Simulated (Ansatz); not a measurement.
# Converging the field response of a AgBr (001) film

Which settings does the induced dipole of a AgBr (001) film need, and which can be cut?

Main program and level: Ansatz 0.2.0; plane-wave DFT, PBE, Ansatz PAW, in the first sound run; inputs show where later runs differ.

### 1. The starting structure

The cell holds 10 atoms: 5 Ag and 5 Br. Its edges and angles: a = 4.080 Å, b = 4.080 Å, c = 29.540 Å, α = 90.0°, β = 90.0°, γ = 90.0°. It derives from AgBr (rocksalt AgBr). Vacuum lies along c.

### 2. Run, setting first choice

The first choice: the default cutoff of 420 eV, a 6×6×1 mesh, 18 Å of vacuum, 0.1 V/Å and a tight threshold. Each later run changes one input against this one; other functionals and files bring their own cutoffs.

Contents of input.yaml:

```yaml
crystal:
  lattice:
    - [4.08000613, 0.0, 0.0]
    - [0.0, 4.08000613, 0.0]
    - [0.0, 0.0, 29.54]
  atoms:
    - { symbol: Ag, position: [0.5, 0.5, 0.3046716317] }
    - { symbol: Br, position: [0.0, 0.0, 0.3046716317] }
    - { symbol: Ag, position: [0.0, 0.0, 0.4023358158] }
    - { symbol: Br, position: [0.5, 0.5, 0.4023358158] }
    - { symbol: Ag, position: [0.5, 0.5, 0.5] }
    - { symbol: Br, position: [0.0, 0.0, 0.5] }
    - { symbol: Ag, position: [0.0, 0.0, 0.5976641842] }
    - { symbol: Br, position: [0.5, 0.5, 0.5976641842] }
    - { symbol: Ag, position: [0.5, 0.5, 0.6953283683] }
    - { symbol: Br, position: [0.0, 0.0, 0.6953283683] }
kpoints:
  mp_grid: { grid: [6, 6, 1] }
hamiltonian:
  xc: pbe
scf:
  occupations: { method: fixed }
  convergence: { dr2_threshold: 1.0e-10 }
efield:
  axis: 3
  dipole_correction: true
  ramp_position: 0.97
  ramp_width: 0.06
  amplitude: 0.1
output:
  write_potential: true
  write_density: true
  volumetric_format: npy
```

Started as:

```sh
> ansatz run input.yaml --threads 4 --pin off --max-ram 6144MiB --backend cpu --events-out ev --progress --plain --runs-dir out
```

Numbers of over 12 decimals in the logs are rounded to 6 here.

Output:

```text
Engine: ansatz 0.2.0, x86_64-unknown-linux-gnu
Pseudopotentials: kind: paw
Pseudopotential: Ag, paw, valence charge 19, recommended cutoff 420 eV (normal), Ag.paw.azcp
Pseudopotential: Br, paw, valence charge 7, recommended cutoff 420 eV (normal), Br.paw.azcp
Functional definition: PBE
  parameter kappa = 0.804
  parameter beta = 0.066725
  exchange = pbe_x(kappa = kappa, mu = beta*pi^2/3)
  correlation = pbe_c(beta = beta)
Crystal: 10 atoms, lattice volume = 491.736 Å³
Basis set: ecut = 420 eV, 9611 PW (Γ)
Bands: 78, of which v1, the nominal top of the filled ones, is band 65 counted from 1 (64 counted from 0)
Symmetry: 8 space group operations
k-points: 10 of 36
Non-local potential: Ag, projectors of the file, l = 0: 3, l = 1: 2, l = 2: 2, l = 3: 1
Non-local potential: Br, projectors of the file, l = 0: 2, l = 1: 2, l = 2: 2
PAW form: soft (Blöchl's): semilocal exchange-correlation on the pseudo side does not see the compensation charge
PAW one-centre angular grid: Ag, 590 points (default); XC on 64 Gauss nodes
PAW one-centre angular grid: Br, 110 points (default); XC on 64 Gauss nodes
Initial density: superposition of atomic densities (neutral atoms: chi_scale 0, normalization atom, screened)
Initial wavefunctions: pseudopotential atomic-orbital guess
Functional: x = pbe(κ = 0.804, μ = 0.219515), c = pbe(β = 0.066725)
iter 1 solved again at ethr=1.67e-3 eV; its pass at ethr=3.10e-3 eV (dr2=2.18e0 eV) is discarded
SCF iter   1: F=—  HF=-51872.258118 eV  |F-HF|=—  |Δ(HF+E_count)|=         —  Δρ=1.38e-2  dr2=2.17e0  ethr=1.67e-3  p=0.129 e·Å  D=4.74e-2 V/Å  ΔV_dip=-1.40 eV  dr2_dipole=1.82e-3  V_vac-E_F(+/−)=6.31/4.99 eV  ⟨swp⟩=1.0  Hψ=3533  notcnv=0  defer=90
efield: sawtooth ramp at fractional position 0.9700 (set: `efield.ramp_position`, or a place that a band, a saddle search or an elastic batch's reference lends), width 0.0600; the density the first Hamiltonian is built on has a dipole p = 0.129 e·Å; the dipole correction subtracts the counter field D = 4.74e-2 V/Å, which shifts the + side's vacuum level by -1.40 eV against the − side's; the planar-averaged density in the ramp window peaks in size at 6.4e-7 e/Å³
preconditioner: auto → Resta (q_TF=auto, 2.186 Å⁻¹)  ε∞=4.1  [insulator: Δε(μ)=0.769 eV  Ē_g=9.059 eV  n_scr=84 (ndim 8)  ℏωp=15.9 eV  f_vac=0.491  ε∞_Penn≈4.1  vacuum switching on, ρ_ref=6.0e-3 e/Å³]
SCF iter   2: F=—  HF=-51871.641583 eV  |F-HF|=—  |Δ(HF+E_count)|=   6.17e-1  Δρ=6.64e-3  dr2=2.95e-1  ethr=1.67e-3  p=0.116 e·Å  D=4.28e-2 V/Å  ΔV_dip=-1.26 eV  dr2_dipole=1.22e-4  V_vac-E_F(+/−)=6.21/4.75 eV  ⟨swp⟩=2.9  Hψ=1186  notcnv=0  defer=109  κ⁻¹=1.0e0(r=1)
SCF iter   3: F=—  HF=-51871.566655 eV  |F-HF|=—  |Δ(HF+E_count)|=   7.49e-2  Δρ=2.88e-3  dr2=4.65e-2  ethr=2.27e-4  p=0.112 e·Å  D=4.12e-2 V/Å  ΔV_dip=-1.22 eV  dr2_dipole=2.42e-9  V_vac-E_F(+/−)=5.96/4.46 eV  ⟨swp⟩=3.0  Hψ=1478  notcnv=0  defer=110  κ⁻¹=6.9e-2(r=2)
SCF iter   4: F=—  HF=-51871.563912 eV  |F-HF|=—  |Δ(HF+E_count)|=   2.74e-3  Δρ=1.19e-3  dr2=5.58e-3  ethr=3.58e-5  p=0.111 e·Å  D=4.10e-2 V/Å  ΔV_dip=-1.21 eV  dr2_dipole=4.84e-7  V_vac-E_F(+/−)=5.86/4.35 eV  ⟨swp⟩=2.9  Hψ=1176  notcnv=0  defer=110  κ⁻¹=4.1e-3(r=3)
SCF iter   5: F=—  HF=-51871.565727 eV  |F-HF|=—  |Δ(HF+E_count)|=   1.81e-3  Δρ=2.11e-4  dr2=2.37e-4  ethr=4.29e-6  p=0.112 e·Å  D=4.11e-2 V/Å  ΔV_dip=-1.21 eV  dr2_dipole=3.43e-7  V_vac-E_F(+/−)=5.81/4.31 eV  ⟨swp⟩=2.1  Hψ=1177  notcnv=0  defer=110  κ⁻¹=3.5e-5(r=4)
SCF iter   6: F=—  HF=-51871.565853 eV  |F-HF|=—  |Δ(HF+E_count)|=   1.27e-4  Δρ=4.50e-5  dr2=1.28e-5  ethr=1.83e-7  p=0.111 e·Å  D=4.10e-2 V/Å  ΔV_dip=-1.21 eV  dr2_dipole=3.85e-7  V_vac-E_F(+/−)=5.79/4.28 eV  ⟨swp⟩=2.0  Hψ=1137  notcnv=0  defer=105  κ⁻¹=4.8e-6(r=5)
SCF iter   7: F=—  HF=-51871.565835 eV  |F-HF|=—  |Δ(HF+E_count)|=   1.79e-5  Δρ=2.64e-5  dr2=3.78e-6  ethr=9.88e-9  p=0.112 e·Å  D=4.11e-2 V/Å  ΔV_dip=-1.21 eV  dr2_dipole=4.22e-10  V_vac-E_F(+/−)=5.78/4.28 eV  ⟨swp⟩=2.0  Hψ=1067  notcnv=0  defer=88  κ⁻¹=2.6e-6(r=6)
SCF iter   8: F=—  HF=-51871.565943 eV  |F-HF|=—  |Δ(HF+E_count)|=   1.07e-4  Δρ=1.10e-5  dr2=4.70e-7  ethr=2.90e-9  p=0.112 e·Å  D=4.11e-2 V/Å  ΔV_dip=-1.21 eV  dr2_dipole=4.37e-9  V_vac-E_F(+/−)=5.78/4.28 eV  ⟨swp⟩=2.0  Hψ=1119  notcnv=0  defer=83  κ⁻¹=2.4e-7(r=7)
SCF iter   9: F=—  HF=-51871.565943 eV  |F-HF|=—  |Δ(HF+E_count)|=   2.59e-7  Δρ=2.34e-6  dr2=2.63e-8  ethr=3.61e-10  p=0.112 e·Å  D=4.11e-2 V/Å  ΔV_dip=-1.21 eV  dr2_dipole=3.21e-12  V_vac-E_F(+/−)=5.78/4.28 eV  ⟨swp⟩=2.0  Hψ=1117  notcnv=0  defer=83  κ⁻¹=3.2e-8(r=8)
SCF iter  10: F=—  HF=-51871.565943 eV  |F-HF|=—  |Δ(HF+E_count)|=   2.59e-8  Δρ=1.15e-6  dr2=4.21e-9  ethr=2.02e-11  p=0.112 e·Å  D=4.11e-2 V/Å  ΔV_dip=-1.21 eV  dr2_dipole=2.14e-12  V_vac-E_F(+/−)=5.78/4.28 eV  ⟨swp⟩=2.0  Hψ=1137  notcnv=0  defer=83  κ⁻¹=2.4e-8(r=8)
SCF iter  11: F=—  HF=-51871.565943 eV  |F-HF|=—  |Δ(HF+E_count)|=   3.40e-9  Δρ=3.47e-7  dr2=4.02e-10  ethr=3.24e-12  p=0.112 e·Å  D=4.11e-2 V/Å  ΔV_dip=-1.21 eV  dr2_dipole=1.22e-12  V_vac-E_F(+/−)=5.78/4.28 eV  ⟨swp⟩=2.0  Hψ=1104  notcnv=0  defer=83  κ⁻¹=1.1e-8(r=8)
SCF iter  12: F=-51871.565943 eV  HF=-51871.565943 eV  |F-HF|=2.91e-11  |Δ(HF+E_count)|=  4.95e-10  Δρ=1.15e-7  dr2=5.22e-11  ethr=1.00e-12  p=0.112 e·Å  D=4.11e-2 V/Å  ΔV_dip=-1.21 eV  dr2_dipole=3.74e-13  V_vac-E_F(+/−)=5.78/4.28 eV  ⟨swp⟩=18.4  Hψ=3793  notcnv=0
SCF 1 converged in 12 iterations: F = -51871.565943 eV  dr2 = 5.22e-11
  greatest PAW one-centre occupation: 1.000 electrons in one spin orbital (limit 2), on the Ag atom at site 4 (counted from 0), in its partial waves of l = 0
WARN: The output density's exchange-correlation potential varies sharply where the density is thin. Do not read a vacuum level from v_tot or v_xc, or from such a field of the output density. On a cell that repeats whose density bears no net charge and no dipole along the vacuum's axis use v_es (v_loc + v_h of the components); under efield.dipole_correction with no amplitude use v_es + v_field, which holds any externa [...]
SCF converged after 12 iterations
Stability not checked: this state was not tested for a lower state beside it, because the mixer in use, unlike msr1, does not test its closes by its own steps (another_mixer; see scf.mixing.algorithm and scf.lower_state_search)
Free energy (F): -51871.565943 eV
Harris-Foulkes:  -51871.565943 eV  (|F-HF|=2.91e-11)
Internal energy: -51871.565943 eV  (E = F + TS)
E sigma→0 (E₀):  -51871.565943 eV
Fermi energy:    1.332226 eV
Dipole field:    D = 0.041063 V/Å  (p = 0.111588 e·Å, saw-weighted, corrected)
Work function:   not extracted (applied field tilts the vacuum); planar V_es + V_field profile in the machine report
Levels:          The Fermi level and band energies are counted from a zero that moves with the ramp; work functions are not
--- Per-component energies (eV) ---
  E_band       = -2702.526741
  E_kinetic    = 3305.139044
  E_local      = -138808.506193  (includes V_loc(G=0)·N_el)
  E_nonlocal   = 769.419741
  E_hartree    = 67925.121000
  E_xc         = -2235.511206
  E_vxc        = -1677.147908  (∫ρ·V_xc dr)
  E_paw        = -30760.631733  (= ΣΔE_a)
  E_vpaw       = -2141.669347  (= ΣTr[D̂ρ^β])
  E_aug_tail   = 0.001564  (compensation charges beyond the density's cutoff)
  E_efield     = -0.008868  (sawtooth field / dipole correction)
  E_vefield    = -0.006577  (∫n·V_field dr)
  E_ewald      = 47933.410707
  E_smearing   = -0.000000  (= −TS)
  E_closure    = 0.000000  (closes the sum)
  Σ components = -51871.565943   (vs F -51871.565943, Δ=0.00e0)
--- Band table (eV; the first three rows and the last of 10) ---
  k-point 0: bands = [... 61 lower, -0.4973, -0.4973, -0.3457, -0.3046, 2.0095, 2.5269, 3.1775, 3.7315, ... 9 higher]
  k-point 1: bands = [... 61 lower, 0.0450, 0.1278, 0.3521, 0.3765, 2.9049, 3.2021, 3.7749, 4.1547, ... 9 higher]
  k-point 2: bands = [... 61 lower, 0.8025, 0.8648, 0.9080, 0.9859, 4.3670, 4.5873, 4.7584, 5.1959, ... 9 higher]
  k-point 9: bands = [... 61 lower, -0.7725, -0.4667, -0.3270, -0.1914, 2.7858, 3.1468, 3.4198, 4.2362, ... 9 higher]
```

Run time: 13 s. Hardware: 4 threads of Intel Xeon Platinum 8488C (Sapphire Rapids), shared host; peak memory 1.2 GiB; 36 s of CPU time.

Reading the cycles: dr2 is the Hartree energy of the density residual (eV), the measure of convergence; HF is the Harris–Foulkes estimate of the energy, which meets the free energy F at convergence.

Numbers from this step:

* gap on the k-mesh: 0.6773 eV
* dipole along the normal: 0.1116 e·Å
* equivalent conductor thickness p/(ε₀AE): 12.13 Å

Running mean over 2.885 Å of the planar mean, with the applied field; the ramp of the sawtooth is left out. Electron's electrostatic potential energy less the highest filled level against z:

```tsv
z (Å)	electron's electrostatic potential energy less the highest filled level (eV)
4	4.59
5	4.68
6	4.72
7	3.63
8	-1.60
9	-3.13
10	-3.11
11	-3.03
12	-2.99
13	-2.98
14	-2.97
15	-2.95
16	-2.93
17	-2.91
18	-2.89
19	-2.92
20	-2.96
21	-2.71
22	1.20
23	4.98
24	5.36
25	5.47
26	5.57
```

The dipole corresponds to a conductor 12.130 Å thick.

### 3. Run, box 29.5 Å

Changes to input.yaml since step 2:

```diff
@@ -29,2 +29,4 @@
   amplitude: 0.1
+basis:
+  ecutwfc: "250 eV"
 output:
```

Output:

```text
Warning: basis.ecutwfc = 250 eV is below the records' recommended 420 eV, and the density's cutoff is lower with it unless basis.ecutrho_ratio is high enough to keep the records' density cutoff: compare with a run at a higher cutoff
[...]
k-point 0: bands = [... 61 lower, -0.5296, -0.5296, -0.4079, -0.3698, 2.0515, 2.5558, 3.1975, 3.7480, ... 9 higher]
  k-point 1: bands = [... 61 lower, -0.0121, 0.0800, 0.2923, 0.3175, 2.9338, 3.2297, 3.7979, 4.1737, ... 9 higher]
  k-point 2: bands = [... 61 lower, 0.7399, 0.7996, 0.8491, 0.9293, 4.3858, 4.6132, 4.7905, 5.2200, ... 9 higher]
  k-point 9: bands = [... 61 lower, -0.8472, -0.5429, -0.4040, -0.2670, 2.8031, 3.1662, 3.4375, 4.2511, ... 9 higher]
[key lines of the parts left out:]
SCF converged after 12 iterations
Free energy (F): -51864.341856 eV
Fermi energy:    1.264805 eV
Dipole field:    D = 0.040851 V/Å  (p = 0.111012 e·Å, saw-weighted, corrected)
```

Elapsed: 4.2 s, on 4 threads; peak memory 0.75 GiB; 16 s of CPU time.

The dipole corresponds to a conductor 12.067 Å thick, -0.52 % from the first choice, at 0.44 times its CPU time.

### 4. Run, box 29.5 Å (run 2)

Changes to input.yaml since step 3:

```diff
@@ -30,3 +30,3 @@
 basis:
-  ecutwfc: "250 eV"
+  ecutwfc: "330 eV"
 output:
```

Output:

```text
[...]
Crystal: 10 atoms, lattice volume = 491.736 Å³
Basis set: ecut = 330 eV, 6647 PW (Γ)
Bands: 78, of which v1, the nominal top of the filled ones, is band 65 counted from 1 (64 counted from 0)
Symmetry: 8 space group operations
k-points: 10 of 36
[...]
k-point 0: bands = [... 61 lower, -0.4982, -0.4982, -0.3469, -0.3061, 2.0124, 2.5290, 3.1794, 3.7332, ... 9 higher]
  k-point 1: bands = [... 61 lower, 0.0436, 0.1266, 0.3507, 0.3750, 2.9071, 3.2042, 3.7767, 4.1565, ... 9 higher]
  k-point 2: bands = [... 61 lower, 0.8007, 0.8631, 0.9062, 0.9843, 4.3686, 4.5892, 4.7608, 5.1978, ... 9 higher]
  k-point 9: bands = [... 61 lower, -0.7748, -0.4687, -0.3291, -0.1935, 2.7874, 3.1482, 3.4213, 4.2374, ... 9 higher]
[key lines of the parts left out:]
SCF converged after 12 iterations
Free energy (F): -51871.467768 eV
Fermi energy:    1.330530 eV
Dipole field:    D = 0.041054 V/Å  (p = 0.111563 e·Å, saw-weighted, corrected)
```

Elapsed: 6.5 s, on 4 threads; peak memory 0.94 GiB.

The dipole corresponds to a conductor 12.127 Å thick, -0.02 % from the first choice, at 0.69 times its CPU time.

### 5. Single point, box 29.5 Å

Changes to input.yaml since step 4:

```diff
@@ -30,3 +30,3 @@
 basis:
-  ecutwfc: "330 eV"
+  ecutwfc: "600 eV"
 output:
```

Output:

```text
[...]
Crystal: 10 atoms, lattice volume = 491.736 Å³
Basis set: ecut = 600 eV, 16441 PW (Γ)
Bands: 78, of which v1, the nominal top of the filled ones, is band 65 counted from 1 (64 counted from 0)
Symmetry: 8 space group operations
k-points: 10 of 36
[...]
k-point 0: bands = [... 61 lower, -0.4975, -0.4975, -0.3460, -0.3050, 2.0097, 2.5271, 3.1779, 3.7316, ... 9 higher]
  k-point 1: bands = [... 61 lower, 0.0447, 0.1275, 0.3517, 0.3760, 2.9050, 3.2023, 3.7752, 4.1549, ... 9 higher]
  k-point 2: bands = [... 61 lower, 0.8020, 0.8643, 0.9075, 0.9854, 4.3671, 4.5873, 4.7584, 5.1960, ... 9 higher]
  k-point 9: bands = [... 61 lower, -0.7729, -0.4671, -0.3274, -0.1918, 2.7863, 3.1473, 3.4202, 4.2366, ... 9 higher]
[key lines of the parts left out:]
SCF converged after 12 iterations
Free energy (F): -51871.582118 eV
Fermi energy:    1.331676 eV
Dipole field:    D = 0.041062 V/Å  (p = 0.111587 e·Å, saw-weighted, corrected)
```

The job ended after 15 s (4 threads; peak memory 1.9 GiB).

The dipole corresponds to a conductor 12.130 Å thick, -0.00 % from the first choice, at 1.6 times its CPU time.

### 6. Single point, box 29.5 Å (run 2)

Changes to input.yaml since step 5:

```diff
@@ -17,3 +17,3 @@
 kpoints:
-  mp_grid: { grid: [6, 6, 1] }
+  mp_grid: { grid: [1, 1, 1] }
 hamiltonian:
@@ -29,4 +29,2 @@
   amplitude: 0.1
-basis:
-  ecutwfc: "600 eV"
 output:
```

Output:

```text
[...]
Crystal: 10 atoms, lattice volume = 491.736 Å³
Basis set: ecut = 420 eV, 9611 PW (Γ)
Bands: 78, of which v1, the nominal top of the filled ones, is band 65 counted from 1 (64 counted from 0)
Symmetry: 8 space group operations
k-points: 1
[...]
Internal energy: -51867.763724 eV  (E = F + TS)
E sigma→0 (E₀):  -51867.763724 eV
Fermi energy:    0.006751 eV
Dipole field:    D = 0.044400 V/Å  (p = 0.120656 e·Å, saw-weighted, corrected)
Work function:   not extracted (applied field tilts the vacuum); planar V_es + V_field profile in the machine report
[...]
--- Band table (eV) ---
  k-point 0: bands = [... 61 lower, -0.0885, -0.0885, 0.0068, 0.0068, 2.1004, 2.5829, 3.2325, 3.7989, ... 9 higher]
[key lines of the parts left out:]
SCF converged after 13 iterations
Free energy (F): -51867.763724 eV
```

Run time: 1.4 s. Hardware: 4 threads; peak memory 0.52 GiB.

The dipole corresponds to a conductor 13.116 Å thick, +8.13 % from the first choice, at 0.11 times its CPU time.

### 7. Run, box 29.5 Å (run 3)

Changes to input.yaml since step 6:

```diff
@@ -17,3 +17,3 @@
 kpoints:
-  mp_grid: { grid: [1, 1, 1] }
+  mp_grid: { grid: [2, 2, 1] }
 hamiltonian:
```

Output:

```text
[...]
Crystal: 10 atoms, lattice volume = 491.736 Å³
Basis set: ecut = 420 eV, 9611 PW (Γ)
Bands: 78, of which v1, the nominal top of the filled ones, is band 65 counted from 1 (64 counted from 0)
Symmetry: 8 space group operations
k-points: 3 of 4
[...]
--- Band table (eV) ---
  k-point 0: bands = [... 61 lower, -0.3498, -0.3498, -0.2652, -0.2192, 2.0852, 2.5911, 3.2631, 3.7977, ... 9 higher]
  k-point 1: bands = [... 61 lower, 1.3640, 1.3721, 1.4170, 1.4694, 5.2202, 5.3628, 5.5463, 5.8271, ... 9 higher]
  k-point 2: bands = [... 61 lower, -0.7128, -0.3499, -0.2754, -0.0958, 2.8337, 3.1846, 3.5063, 4.2851, ... 9 higher]
[key lines of the parts left out:]
SCF converged after 12 iterations
Free energy (F): -51869.955079 eV
Fermi energy:    1.469405 eV
Dipole field:    D = 0.041915 V/Å  (p = 0.113906 e·Å, saw-weighted, corrected)
```

Wall time 2.3 s (4 threads); peak memory 0.85 GiB.

The dipole corresponds to a conductor 12.382 Å thick, +2.08 % from the first choice, at 0.23 times its CPU time.

### 8. Run, box 29.5 Å (run 4)

Changes to input.yaml since step 7:

```diff
@@ -17,3 +17,3 @@
 kpoints:
-  mp_grid: { grid: [2, 2, 1] }
+  mp_grid: { grid: [3, 3, 1] }
 hamiltonian:
```

Output:

```text
[...]
Crystal: 10 atoms, lattice volume = 491.736 Å³
Basis set: ecut = 420 eV, 9611 PW (Γ)
Bands: 78, of which v1, the nominal top of the filled ones, is band 65 counted from 1 (64 counted from 0)
Symmetry: 8 space group operations
k-points: 3 of 9
[...]
Work function:   not extracted (applied field tilts the vacuum); planar V_es + V_field profile in the machine report
[...]
--- Band table (eV) ---
  k-point 0: bands = [... 61 lower, -0.4691, -0.4691, -0.3311, -0.2909, 2.0236, 2.5387, 3.1928, 3.7467, ... 9 higher]
  k-point 1: bands = [... 61 lower, 0.8270, 0.8846, 0.9331, 1.0106, 4.3838, 4.6019, 4.7776, 5.2139, ... 9 higher]
  k-point 2: bands = [... 61 lower, -0.0753, 0.1944, 0.5856, 0.7193, 3.9277, 4.1807, 4.5038, 4.9317, ... 9 higher]
[key lines of the parts left out:]
SCF converged after 12 iterations
Free energy (F): -51871.378622 eV
Fermi energy:    1.010566 eV
Dipole field:    D = 0.041190 V/Å  (p = 0.111933 e·Å, saw-weighted, corrected)
```

It took 3.5 s on 4 threads; peak memory 0.84 GiB.

The dipole corresponds to a conductor 12.167 Å thick, +0.31 % from the first choice, at 0.35 times its CPU time.

### 9. Run, box 29.5 Å (run 5)

Changes to input.yaml since step 8:

```diff
@@ -17,3 +17,3 @@
 kpoints:
-  mp_grid: { grid: [3, 3, 1] }
+  mp_grid: { grid: [12, 12, 1] }
 hamiltonian:
```

Output:

```text
[...]
Crystal: 10 atoms, lattice volume = 491.736 Å³
Basis set: ecut = 420 eV, 9611 PW (Γ)
Bands: 78, of which v1, the nominal top of the filled ones, is band 65 counted from 1 (64 counted from 0)
Symmetry: 8 space group operations
k-points: 28 of 144
[...]
k-point 0: bands = [... 61 lower, -0.4984, -0.4984, -0.3464, -0.3054, 2.0090, 2.5264, 3.1769, 3.7309, ... 9 higher]
  k-point 1: bands = [... 61 lower, -0.3252, -0.2960, -0.0126, 0.0099, 2.2758, 2.7123, 3.3431, 3.8427, ... 9 higher]
  k-point 2: bands = [... 61 lower, 0.0440, 0.1268, 0.3513, 0.3756, 2.9043, 3.2015, 3.7742, 4.1541, ... 9 higher]
  k-point 27: bands = [... 61 lower, -0.7730, -0.4675, -0.3276, -0.1923, 2.7855, 3.1465, 3.4191, 4.2357, ... 9 higher]
[key lines of the parts left out:]
SCF converged after 12 iterations
Free energy (F): -51871.568624 eV
Fermi energy:    1.331193 eV
Dipole field:    D = 0.041068 V/Å  (p = 0.111602 e·Å, saw-weighted, corrected)
```

Run time: 27 s. Hardware: 4 threads; peak memory 1.8 GiB; 1.7 min of CPU time.

The dipole corresponds to a conductor 12.131 Å thick, +0.01 % from the first choice, at 2.8 times its CPU time.

(Part 1 of 3 ends here.)

[Logs are printed without paths, hosts, clocks, repeated set-up lines and the standing remarks that a program may print on its own settings, such as how far it seeks lower states.]

[Hosts, paths, dates, database ids (printed as entryN), source tags and the programs' standing remarks are cut or masked in the printed files.]

[Maps of the electrostatic potential energy from Ansatz leave out the sawtooth potential of an applied field or a dipole correction, so their vacuum need not be flat; planar profiles and work functions include it.]
